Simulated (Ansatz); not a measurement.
## Straining CuO

Level of theory: DFT PBEsol, scalar-relativistic, plane waves, PAW in Ansatz 0.2.0. Run with 420 eV cutoff, 10×10×8 k-mesh, Gaussian smearing of 0.10 eV, no spin polarisation.

The relaxed crystal:

```
CELL_PARAMETERS angstrom
4.08507 0.00000 0.00000
0.00000 4.10072 0.00000
0.00000 0.00000 5.09226
ATOMIC_POSITIONS crystal
Cu 0.25000 0.25000 0.50000
Cu 0.25000 0.75000 0.00000
Cu 0.75000 0.75000 0.50000
Cu 0.75000 0.25000 0.00000
O 0.50000 0.00000 0.75000
O 0.50000 0.00000 0.25000
O 0.00000 0.50000 0.75000
O 0.00000 0.50000 0.25000
```

Deformation: biaxial strain in the a-b plane, with the length and tilt of c and the atoms relaxed, all within the symmetry that the strain leaves. Energies are extrapolated to zero smearing. Stress is positive in compression, on the Cartesian axes of the cell above.

```csv
strain (%),ΔE (meV/atom),a (Å),b (Å),c (Å),σxx (GPa),σyy (GPa),σzz (GPa)
-4.0,21.4,3.922,3.937,5.259,8.27,8.27,0.01
-2.0,5.3,4.003,4.019,5.174,4.03,4.00,0.00
+0.0,0.0,4.085,4.101,5.092,0.02,-0.03,0.00
+2.0,5.1,4.167,4.183,5.016,-3.81,-3.89,0.00
+4.0,20.3,4.248,4.265,4.945,-7.50,-7.61,0.00
```

This form isn't the usual stable structure of the compound.